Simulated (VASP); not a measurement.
# Sb (Im-3m) in VASP: settings compared

The runs below take Sb through relaxation of cell and atoms, with PBE, r2SCAN.

Program: VASP 6.6.1. These are calculated values, not measurements. Logs are shortened: lines on timing, memory, paths and dates and some standing lists are left out, and cuts for length are marked.

## 1. Starting point

It takes space group Im-3m (No. 229, cubic). Conventional cell: a = 3.743 Å, b = 3.743 Å, c = 3.743 Å, α = 90.00°, β = 90.00°, γ = 90.00°. Around Sb (site symmetry m-3m) lie 8 Sb at 3.24 Å.

This isn't the form of Sb at room conditions, which is rhombohedral.

## 2. Relaxation of cell and atoms, PBE

File INCAR:

```
PREC = Accurate
ENCUT = 600
EDIFF = 1E-6
ISMEAR = 1
SIGMA = 0.1
LREAL = F
LASPH = T
NELM = 80
ALGO = Normal
ISIF = 3
LWAVE = F
LCHARG = F
GGA = PE
IBRION = 2
NSW = 90
EDIFFG = -0.01
```

File KPOINTS:

```
Automatic mesh
0
Gamma
  14 14 14
```

File POSCAR:

```
Sb
1.0
   -1.8713408900      1.8713408900      1.8713408900
    1.8713408900     -1.8713408900      1.8713408900
    1.8713408900      1.8713408900     -1.8713408900
Sb
1
Direct
    0.0000000000      0.0000000000      0.0000000000
```

Potentials or basis: VASP PAW PBE potentials, release 64 (Sb).

On the command line:

```bash
cat potpaw_PBE.64/Sb/POTCAR > POTCAR
mpirun -np 1 vasp_std > vasp.out
```

OUTCAR:

```text
PREC = Accurate
   ENCUT = 600
   EDIFF = 1E-6
   ISMEAR = 1
   LREAL = F
   LASPH = T
   NELM = 80
   ISIF = 3
   GGA = PE
   IBRION = 2
   NSW = 90
   EDIFFG = -0.01

 ion  position               nearest neighbor table
   1  0.000  0.000  0.000-

  LATTYP: Found a body centered cubic cell.
 ALAT       =     3.7426817800

  Lattice vectors:

 A1 = (  -1.8713408900,   1.8713408900,   1.8713408900)
 A2 = (   1.8713408900,  -1.8713408900,   1.8713408900)
 A3 = (   1.8713408900,   1.8713408900,  -1.8713408900)

Analysis of symmetry for initial positions (statically):
=====================================================================
 Subroutine PRICEL returns:
 Original cell was already a primitive cell.

 Routine SETGRP: Setting up the symmetry group for a
 body centered cubic supercell.

 Subroutine GETGRP returns: Found 48 space group operations
 (whereof 48 operations were pure point group operations)
 out of a pool of 48 trial point group operations.

The static configuration has the point symmetry O_h .

Analysis of symmetry for dynamics (positions and initial velocities):
=====================================================================
 Subroutine PRICEL returns:
 Original cell was already a primitive cell.

 Routine SETGRP: Setting up the symmetry group for a
 body centered cubic supercell.

 Subroutine GETGRP returns: Found 48 space group operations
 (whereof 48 operations were pure point group operations)
 out of a pool of 48 trial point group operations.

The dynamic configuration has the point symmetry O_h .

 Subroutine INISYM returns: Found 48 space group operations
 (whereof 48 operations are pure point group operations),
 and found     1 'primitive' translations

----------------------------------------------------------------------------------------

                                     Primitive cell

  volume of cell :      26.2131

  direct lattice vectors                    reciprocal lattice vectors
    -1.871340890  1.871340890  1.871340890     0.000000000  0.267188091  0.267188091
     1.871340890 -1.871340890  1.871340890     0.267188091  0.000000000  0.267188091
     1.871340890  1.871340890 -1.871340890     0.267188091  0.267188091  0.000000000

  length of vectors
     3.241257500  3.241257500  3.241257500     0.377861022  0.377861022  0.377861022

  position of ions in fractional coordinates (direct lattice)
     0.000000000  0.000000000  0.000000000

  ion indices of the primitive-cell ions
   primitive index   ion index
                 1           1

----------------------------------------------------------------------------------------

 KPOINTS: Automatic mesh

Automatic generation of k-mesh.
 Grid dimensions read from file:
 generate k-points for:   14   14   14

 Generating k-lattice:

  Cartesian coordinates                     Fractional coordinates (reciprocal lattice)
     0.000000000  0.019084864  0.019084864     0.071428571  0.000000000  0.000000000
     0.019084864  0.000000000  0.019084864     0.000000000  0.071428571  0.000000000
     0.019084864  0.019084864  0.000000000     0.000000000  0.000000000  0.071428571

  Length of vectors
     0.026990073  0.026990073  0.026990073

  Shift w.r.t. Gamma in fractional coordinates (k-lattice)
     0.000000000  0.000000000  0.000000000

 Subroutine IBZKPT returns following result:
 ===========================================

 Found    104 irreducible k-points:

 Following reciprocal coordinates:
            Coordinates               Weight
  0.000000  0.000000  0.000000      1.000000
  0.071429  0.000000  0.000000     12.000000
  0.142857  0.000000  0.000000     12.000000
  0.214286  0.000000  0.000000     12.000000
  0.285714  0.000000  0.000000     12.000000
  0.357143  0.000000  0.000000     12.000000
[... 16 lines left out ...]
  0.285714  0.285714  0.000000     24.000000
  0.357143  0.285714  0.000000     24.000000
 [... further k-points ...]
   k-points           NKPTS =    104   k-points in BZ     NKDIM =    104   number of bands    NBANDS=      6
   number of dos      NEDOS =    301   number of ions     NIONS =      1
   total plane-waves  NPLWV =  21952
   dimension x,y,z NGX =    28 NGY =   28 NGZ =   28
   dimension x,y,z NGXF=    56 NGYF=   56 NGZF=   56
   ions per type =               1
   NGX,Y,Z   is equivalent  to a cutoff of  14.36, 14.36, 14.36 a.u.
   NGXF,Y,Z  is equivalent  to a cutoff of  28.72, 28.72, 28.72 a.u.
 SYSTEM =  unknown system
   PREC   = accura    normal or accurate (medium, high low for compatibility)
   ISTART =      0    job   : 0-new  1-cont  2-samecut
   ICHARG =      2    charge: 1-file 2-atom 10-const
   ISPIN  =      1    spin polarized calculation?
   LNONCOLLINEAR =      F non collinear calculations
   LSORBIT =      F    spin-orbit coupling
   LASPH  =      T    aspherical Exc in radial PAW
   ENCUT  =  600.0 eV  44.10 Ry    6.64 a.u.   6.47  6.47  6.47*2*pi/ulx,y,z
   NELM   =     80;   NELMIN=  2; NELMDL= -5     # of ELM steps
   EDIFF  = 0.1E-05   stopping-criterion for ELM
   LREAL  =      F    real-space projection
   EDIFFG = -.1E-01   stopping-criterion for IOM
   NSW    =     90    number of steps for IOM
   IBRION =      2    ionic relax: 0-MD 1-quasi-New 2-CG
   NFREE  =      1    steps in history (QN), initial steepest desc. (CG)
   ISIF   =      3    stress and relaxation
   ISYM   =      2    0-nonsym 1-usesym 2-fastsym
   POTIM  = 0.5000    time-step for ionic-motion
   TEBEG  =    0.0;   TEEND  =   0.0 temperature during run
   PSTRESS=    0.0 pullay stress
   NELECT =       5.0000    total number of electrons
   NUPDOWN=      -1.0000    fix difference up-down
   EMIN   =  10.00;   EMAX   =-10.00  energy-range for DOS
   EFERMI =   0.00;   METHOD = LEGACY
   ISMEAR =     1;   SIGMA  =   0.10  broadening in eV -4-tet -1-fermi 0-gaus
   EFERMI_NEDOS =   21; number of points for ismear=-14 and -15
   IALGO  =     38    algorithm
   IMIX   =      4    mixing-type and parameters
     AMIX     =   0.40;   BMIX     =  1.00
     AMIX_MAG =   1.60;   BMIX_MAG =  1.00
  volume/ion in A,a.u.               =      26.21       176.89
  Fermi-wavevector in a.u.,A,eV,Ry     =   0.942378  1.780837 12.083018  0.888077
  Thomas-Fermi vector in A             =   2.069982
   LORBIT       =      0    0 simple, 1 ext, 2 COOP (PROOUT), +10 PAW based schemes
   GGA     = PE    functional components
   LHFCALC =     F    Hartree Fock is set to
   AEXX    =    0.0000 exact exchange contribution
   IVDW    =     0    specifies the selected vdW correction
   LEPSILON=     F    determine dielectric tensor
   LRPA    =     F    only Hartree local field effects (RPA)
 conjugate gradient relaxation of ions
 non-spin polarized calculation
 Methfessel and Paxton  Order N= 1 SIGMA  =   0.10
  energy-cutoff  :      600.00
  volume of cell :       26.21
 maximum number of plane-waves:       911
 NGX is ok and might be reduce to    28
   NGX = 13   NGY = 13   NGZ = 13

--------------------------------------- Ionic step        1  -------------------------------------------

 number of electron       5.0000000 magnetization

 Free energy of the ion-electron system (eV)
  ---------------------------------------------------
  ext. energy  EPLUGINS =         0.00000000
  ---------------------------------------------------
  free energy    TOTEN  =        -3.90651532 eV

  energy without entropy =       -3.90645649  energy(sigma->0) =       -3.90649571

------------------------ aborting loop because EDIFF is reached ----------------------------------------

  FORCE on cell =-STRESS in cart. coord.  units (eV):
  Direction    XX          YY          ZZ          XY          YZ          ZX
  --------------------------------------------------------------------------------------
  -------------------------------------------------------------------------------------
  Total        0.3645645      0.3645645      0.3645645      0.0000000     -0.0000000      0.0000000
  in kB       22.2826189     22.2826189     22.2826189      0.0000000     -0.0000000      0.0000000
  external PRESSURE =      22.2826189 kB  Pullay stress =       0.0000000 kB
[... 55 lines left out ...]
  energy  without entropy=       -3.9104177040  energy(sigma->0) =       -3.91045829

--------------------------------------- Ionic step        3  -------------------------------------------

 number of electron       5.0000000 magnetization

 Free energy of the ion-electron system (eV)
  ---------------------------------------------------
  ext. energy  EPLUGINS =         0.00000000
  ---------------------------------------------------
  free energy    TOTEN  =        -3.91243058 eV

  energy without entropy =       -3.91236589  energy(sigma->0) =       -3.91240902

 E-fermi :   8.3648     XC(G=0): -10.2035

 val. band max:        8.3185047791   @ k =   0.3571   0.1429   0.0000
 cond. band min:       8.3844667023   @ k =  -0.3571   0.3571   0.2857
 fundamental gap:      0.0659619232
 Fermi energy:         8.3648412686

 k-point     1 :       0.0000    0.0000    0.0000
  band No.  band energies     occupation
      1      -4.4258      2.00000
      2      13.8080      0.00000
      3      13.8080      0.00000
      4      13.8080      0.00000
      5      18.8893      0.00000
      6      18.8893      0.00000

 k-point     2 :       0.0714    0.0000    0.0000
  band No.  band energies     occupation
      1      -4.3196      2.00000
      2      12.9751      0.00000
      3      13.4589      0.00000
      4      13.7192      0.00000
      5      18.2414      0.00000
      6      18.2451      0.00000
[... 190 lines left out ...]
 k-point    24 :       0.3571    0.2857    0.0000
  band No.  band energies     occupation
      1       0.3125      2.00000
      2       4.1754      2.00000
      3       5.3108      2.00000
      4      10.7521      0.00000
      5      17.1409      0.00000
      6      19.0190      0.00000

 [... further k-points ...]

------------------------ aborting loop because EDIFF is reached ----------------------------------------

  FORCE on cell =-STRESS in cart. coord.  units (eV):
  Direction    XX          YY          ZZ          XY          YZ          ZX
  --------------------------------------------------------------------------------------
  -------------------------------------------------------------------------------------
  Total        0.0007895      0.0007895      0.0007895      0.0000000     -0.0000000      0.0000000
  in kB        0.0466887      0.0466887      0.0466887      0.0000000     -0.0000000      0.0000000
  external PRESSURE =       0.0466887 kB  Pullay stress =       0.0000000 kB
[... 16 lines left out ...]
  FREE ENERGIE OF THE ION-ELECTRON SYSTEM (eV)
  ---------------------------------------------------
  free  energy   TOTEN  =        -3.9124305840 eV

  energy  without entropy=       -3.9123658873  energy(sigma->0) =       -3.91240902

 reached required accuracy - stopping structural energy minimisation
```

Wall time 14 s (1 thread of Intel Xeon 6975P-C (Granite Rapids), shared host); peak memory 0.17 GiB.

Results:

```yaml
Free_energy: -3.9124 eV
Relaxed_volume: 27.09 Å³/atom
Relaxed_cell: a = 3.277 Å, b = 3.277 Å, c = 3.277 Å, α = 109.47°, β = 109.47°, γ = 109.47°
Space_group_after_relaxing_to_0.05_Å: Im-3m (No. 229)
Energy_gained_by_relaxing: 5.9 meV/atom
Ionic_steps: 3
Pressure_after_relaxing: 0.0 GPa
Band_gap_on_the_k_mesh: none (metal or under the smearing width)
```

The path:
```csv
step,energy change (eV),largest force (eV/Å),pressure (GPa),volume (Å³)
1,0.0000,0.0000,2.23,26.21
2,-0.0040,0.0000,-1.16,27.62
3,-0.0059,0.0000,0.00,27.09
```

Final structure:
```
CELL_PARAMETERS angstrom
-1.89201 1.89201 1.89201
1.89201 -1.89201 1.89201
1.89201 1.89201 -1.89201
ATOMIC_POSITIONS crystal
Sb 0.00000 0.00000 0.00000
```

Levels at points of the mesh, in eV from the Fermi level:
| k point | band 1 | band 2 | band 3 | band 4 | band 5 | band 6 |
| --- | --- | --- | --- | --- | --- | --- |
| (0.00, 0.00, 0.00) | -12.79 | 5.44 | 5.44 | 5.44 | 10.52 | 10.52 |
| (0.50, 0.00, 0.00) | -8.80 | -5.54 | 1.68 | 3.72 | 6.40 | 6.92 |
| (0.50, 0.50, 0.50) | -5.62 | -1.98 | -1.98 | -1.98 | 2.99 | 2.99 |

The run has no spin-orbit coupling, so splittings on Sb are missing.

## 3. Relaxation of cell and atoms, PBE

This run uses another cell than the first one, of 27.09 Å³/atom, 1.033 times its volume.

INCAR: that of step 2 with these lines changed.

```diff
@@ -2,3 +2,3 @@
 ENCUT = 600
-EDIFF = 1E-6
+EDIFF = 1E-7
 ISMEAR = 1
@@ -15,2 +15,2 @@
 NSW = 90
-EDIFFG = -0.01
+EDIFFG = -0.005
```

KPOINTS is that of step 2.

File POSCAR:

```
Sb                                      
1.0
   -1.8920054727      1.8920054727      1.8920054727
    1.8920054727     -1.8920054727      1.8920054727
    1.8920054727      1.8920054727     -1.8920054727
  Sb            
     1
Direct
     0.0000000000000000    0.0000000000000000    0.0000000000000000
```

Potentials or basis: VASP PAW PBE potentials, release 64 (Sb).

On the command line:

```bash
cat potpaw_PBE.64/Sb/POTCAR > POTCAR
mpirun -np 1 vasp_std > vasp.out
```

Run time: 8.1 s. Hardware: 1 thread of Intel Xeon 6975P-C (Granite Rapids), shared host; peak memory 0.16 GiB.

Results (log left out):

| Quantity | Value |
| --- | --- |
| Free energy | -3.9125 eV |
| Pressure after relaxing | 0.0 GPa |
| Band gap on the k mesh | none (metal or under the smearing width) |

Final structure:
```yaml
crystal:
  lattice:
    - [-1.89201, 1.89201, 1.89201]
    - [1.89201, -1.89201, 1.89201]
    - [1.89201, 1.89201, -1.89201]
  atoms:
    - { symbol: Sb, position: [0.00000, 0.00000, 0.00000] }
```

Levels at points of the mesh, in eV from the Fermi level:
```tsv
k point	band 1	band 2	band 3	band 4	band 5	band 6
(0.00, 0.00, 0.00)	-12.79	5.44	5.44	5.44	10.52	10.52
(0.50, 0.00, 0.00)	-8.80	-5.54	1.68	3.72	6.40	6.92
(0.50, 0.50, 0.50)	-5.62	-1.98	-1.98	-1.98	2.99	2.99
```

Caveat: the relaxation stopped at its first step, so nothing moved.

## 4. Relaxation of cell and atoms, r2SCAN

File INCAR:

```
SYSTEM = Sb
  PREC = Accurate
  ENCUT = 600
  EDIFF = 1E-6
  ISMEAR = 1
  SIGMA = 0.1
  LREAL = .FALSE.
  LASPH = .TRUE.
  NELM = 80
  ALGO = Normal
  ISIF = 3
  LWAVE = .FALSE.
  LCHARG = .FALSE.
  METAGGA = R2SCAN
  LMIXTAU = .TRUE.
  IBRION = 2
  NSW = 90
  EDIFFG = -0.01
```

File KPOINTS:

```
Automatic mesh
0
G
  14 14 14
  0 0 0
```

File POSCAR:

```
Sb
1.0
   -1.8713408900      1.8713408900      1.8713408900
    1.8713408900     -1.8713408900      1.8713408900
    1.8713408900      1.8713408900     -1.8713408900
Sb
1
Direct
    0.0000000000      0.0000000000      0.0000000000
```

On the command line:

```bash
cat potpaw_PBE.64/Sb/POTCAR > POTCAR
mpirun -np 1 vasp_std > vasp.out
```

Run time: 97 s. Hardware: 1 thread of Intel Xeon 6975P-C (Granite Rapids), shared host; peak memory 0.18 GiB.

Results (log left out):

```
Free energy                            : -25.3522 eV
Relaxed volume                         : 26.85 Å³/atom
Relaxed cell                           : a = 3.267 Å, b = 3.267 Å, c = 3.267 Å, α = 109.47°, β = 109.47°, γ = 109.47°
Space group after relaxing (to 0.05 Å) : Im-3m (No. 229)
Energy gained by relaxing              : 3.2 meV/atom
Ionic steps                            : 3
Pressure after relaxing                : 0.0 GPa
Band gap on the k mesh                 : none (metal or under the smearing width)
```

Step by step:
```tsv
step	energy change (eV)	largest force (eV/Å)	pressure (GPa)	volume (Å³)
1	0.0000	0.0000	1.70	26.21
2	-0.0019	0.0000	-1.11	27.28
3	-0.0032	0.0000	0.01	26.85
```

Final structure:
```xyz
1
Lattice="-1.8864 1.8864 1.8864 1.8864 -1.8864 1.8864 1.8864 1.8864 -1.8864" Properties=species:S:1:pos:R:3 pbc="T T T"
Sb    0.0000    0.0000    0.0000
```

Levels at points of the mesh, in eV from the Fermi level:
| k point | band 1 | band 2 | band 3 | band 4 | band 5 | band 6 |
| --- | --- | --- | --- | --- | --- | --- |
| (0.00, 0.00, 0.00) | -13.47 | 5.81 | 5.81 | 5.81 | 10.98 | 10.98 |
| (0.50, 0.00, 0.00) | -9.15 | -5.89 | 1.71 | 4.06 | 7.03 | 7.27 |
| (0.50, 0.50, 0.50) | -5.59 | -2.20 | -2.20 | -2.20 | 3.38 | 3.38 |

Caveat: the PAW data sets were made with another functional, which shifts forces and pressure a little. Spin-orbit coupling is left out, which matters for the levels of Sb.

(Continued in part 2 of 2.)
